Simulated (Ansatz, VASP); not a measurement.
Two plane-wave programs on Ga3Se

File INCAR:

```
SYSTEM = Ga3Se
ALGO     = Normal         ! electronic algorithm
EDIFF    = 1E-6           ! SCF threshold, eV
ENCUT    = 520            ! plane-wave cutoff, eV
GGA      = PE             ! functional
ISIF     = 2              ! what is computed and relaxed
ISMEAR   = 0              ! smearing method
LASPH    = .TRUE.         ! aspherical terms in the spheres
LCHARG   = .TRUE.         ! write CHGCAR
LELF     = .TRUE.         ! ELF
LREAL    = .FALSE.        ! projectors in reciprocal space
LVHAR    = .TRUE.       
LWAVE    = .FALSE.        ! write WAVECAR
NBANDS   = 30             ! bands
NELM     = 60             ! most SCF steps
PREC     = Accurate       ! precision mode
SIGMA    = 0.1            ! smearing width, eV
```

Contents of KPOINTS:

```
k-points
0
G
  4 4 4
  0 0 0
```

The input POSCAR:

```
Ga3Se
1.0
    4.4324650000      0.0000000000      0.0000000000
    0.0000000000      4.4324650000      0.0000000000
    0.0000000000      0.0000000000      4.4324650000
Ga Se
3 1
Direct
    0.0000000000      0.5000000000      0.5000000000
    0.5000000000      0.0000000000      0.5000000000
    0.5000000000      0.5000000000      0.0000000000
    0.0000000000      0.0000000000      0.0000000000
```

Input for Ansatz:

```yaml
crystal:
  lattice:
    - [4.432465, 0.0, 0.0]
    - [0.0, 4.432465, 0.0]
    - [0.0, 0.0, 4.432465]
  atoms:
    - { symbol: Ga, position: [0.0, 0.5, 0.5] }
    - { symbol: Ga, position: [0.5, 0.0, 0.5] }
    - { symbol: Ga, position: [0.5, 0.5, 0.0] }
    - { symbol: Se, position: [0.0, 0.0, 0.0] }
basis:
  ecutwfc: 420
kpoints:
  mp_grid: { grid: [4, 4, 4] }
hamiltonian:
  xc: pbe
scf:
  occupations: { method: gaussian, width: 0.1 }
  lower_state_search: "off"
output:
  forces: true
  stress: true
  eigenvalues: true
```

Alike in both runs: task single point; functional PBE; k mesh 4 × 4 × 4; occupations gaussian, width 0.1 eV; no spin polarisation.

|  | VASP | Ansatz |
| --- | --- | --- |
| version | VASP 6.6.1 | Ansatz 0.2.0 |
| potentials or method | VASP PAW PBE potentials, release 64 (Ga_d, Se) | scalar-relativistic, plane waves, PAW |
| plane-wave cutoff (eV) | 520 | 420 |
| valence electrons in the cell | 45 | 55 |

|  | VASP | Ansatz | Ansatz less VASP |
| --- | --- | --- | --- |
| gap on the k mesh at the Fermi level (eV) | none | none | - |
| pressure (GPa) | 0.0 | -0.1 | -0.12 |

A gap of «none» marks a metal or a gap that the smearing closes. The functional is the same, so the differences come from potentials, cutoffs and numerics. The two sets of potentials don't hold the same shells in valence.
